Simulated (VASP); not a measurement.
Input of a VASP 6.6.1 run:

INCAR

```
SYSTEM = Y
PREC = Accurate ; ENCUT = 600
EDIFF = 1E-7 ; ISMEAR = -1
SIGMA = 0.05 ; LREAL = .False.
LASPH = .True. ; NELM = 60
ALGO = Fast ; ISIF = 2
LWAVE = .False. ; LCHARG = .False.
LDIPOL = .True. ; IDIPOL = 3
DIPOL = 0.5 0.5 0.500 ; GGA = PE
```

File KPOINTS:

```
regular mesh
0
Gamma
  8 8 1
  0 0 0
```

POSCAR

```
Y
1.0
    3.6514992371      0.0000000000      0.0000000000
   -1.8257496186      3.1622911012      0.0000000000
    0.0000000000      0.0000000000     20.7474000000
Y
3
Direct
    0.3333333333      0.6666666666      0.3614910784
    0.6666666667      0.3333333334      0.5000000000
    0.3333333333      0.6666666666      0.6385089216
```

Potentials or basis: VASP PAW PBE potentials, release 54 (Y_sv).

Launch:

```console
$ cat potpaw_PBE.54/Y_sv/POTCAR > POTCAR
$ mpirun -np 1 vasp_std > vasp.out
```

(1) Predict the band gap on the k mesh.

(2) Estimate the largest force.

## Answers

(1) none (metal or under the smearing width).

(2) 0.198 eV/Å.
